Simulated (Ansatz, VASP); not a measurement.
Given: the input of a run of VASP 6.6.1 on MgO.

The input INCAR:

```
SYSTEM = MgO
  PREC = Accurate
  ENCUT = 520
  EDIFF = 1E-7
  ISMEAR = -1
  SIGMA = 0.05
  LREAL = .FALSE.
  LASPH = .TRUE.
  NELM = 100
  ALGO = Normal
  ISIF = 2
  LWAVE = .FALSE.
  LCHARG = .FALSE.
  GGA = PE
  NBANDS = 11
```

The input KPOINTS:

```
Automatic mesh
0
G
  10 10 10
  0 0 0
```

Contents of POSCAR:

```
MgO
1.0
    2.8780444641      0.0000000000      0.0000000000
   -1.4390222320      2.4924596191      0.0000000000
    0.0000000000      0.0000000000      2.6249773038
Mg O
1 1
Direct
    0.0000000000      0.0000000000      0.0000000000
    0.3333333333      0.6666666667      0.5000000000
```

Potentials or basis: VASP PAW PBE potentials, release 64 (Mg, O).

Run with:

```bash
$ cat potpaw_PBE.64/Mg/POTCAR potpaw_PBE.64/O/POTCAR > POTCAR
$ mpirun -np 1 vasp_std > vasp.out
```

Task: Translate it to Ansatz 0.2.0. Potentials there: Ansatz PAW.

Result: As run (the cutoff follows the program's own potentials):

File input.yaml:

```yaml
crystal:
  lattice:
    - [2.8780444641, 0.0, 0.0]
    - [-1.439022232, 2.4924596191, 0.0]
    - [0.0, 0.0, 2.6249773038]
  atoms:
    - { symbol: Mg, position: [0.0, 0.0, 0.0] }
    - { symbol: O, position: [0.3333333333, 0.6666666667, 0.5] }
hamiltonian:
  xc: pbe
  pseudopotentials: { kind: paw }
kpoints:
  mp_grid: { grid: [10, 10, 10] }
scf:
  occupations: { method: fermi_dirac, width: 0.05 }
output:
  forces: true
  stress: true
  eigenvalues: true
```

Potentials or basis: Ansatz PAW.

Launch:

```bash
$ ansatz run input.yaml --threads 2 --pin off --max-ram 5120MiB --backend cpu --events-out ev --progress --plain --runs-dir out
```

Both were run:

|  | VASP | Ansatz | Ansatz less VASP |
| --- | --- | --- | --- |
| gap on the k mesh at the Fermi level (eV) | 3.48 | 3.50 | +0.019 |
| least direct gap on the mesh (eV) | 3.89 | 3.91 | +0.015 |
| pressure (GPa) | 9.0 | 9.7 | +0.63 |
| largest component of the traceless stress (GPa) | 1.55 | 1.62 | +0.075 |

With one functional, cell and mesh, what is left measures potentials, basis and numerics. The two sets of potentials don't hold the same shells in valence.

Caveats: the pressure holds a Pulay correction of +0.6 GPa for the finite cutoff (Ansatz). A k mesh can miss the band edges.
